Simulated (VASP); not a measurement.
## MoS2: single point with LDA

The system is MoS2, a sheet with vacuum.

```
S Mo
1.0
     3.16000    0.00000    0.00000
    -1.58000    2.73664    0.00000
     0.00000    0.00000   21.13000
S Mo
2 1
Cartesian
  1.5800 0.9122 9.0000
  1.5800 0.9122 12.1300
  0.0000 1.8244 10.5650
```

The cell was built by a generator and needn't be a form met in nature.

```json
{
  "Program": "VASP 6.6.1",
  "Task": "single point",
  "Functional": "LDA",
  "Potentials or basis": "VASP PAW LDA potentials, release 64 (S, Mo_sv)",
  "Cutoff": "520 eV",
  "k mesh": "12 × 12 × 1",
  "Occupations": "fermi-dirac, width 0.05 eV",
  "Spin": "no spin polarisation"
}
```

```
Largest force          : 0.482 eV/Å
Band gap on the k mesh : 1.76 eV, direct
```

Forces on the atoms (eV/Å):
```
S    0.000  0.000  0.482
S    0.000  0.000 -0.482
Mo   0.000  0.000  0.000
```

Levels at points of the mesh, in eV from the valence-band top:
```tsv
k point	band 9	band 10	band 11	band 12	band 13	band 14	band 15	band 16	band 17
(0.00, 0.00, 0.00)	-2.57	-1.82	-1.44	-1.44	-0.06	2.84	2.84	3.10	3.10
(0.50, 0.00, 0.00)	-4.07	-3.14	-1.88	-0.88	-0.62	2.34	2.84	3.88	4.39
```

Wall time 35 s on 1 thread of Intel(R) Xeon(R) 6975P-C (Granite Rapids), on a shared host, peak memory 0.25 GiB.

LDA gaps usually lie below the measured ones, often by a third to a half.
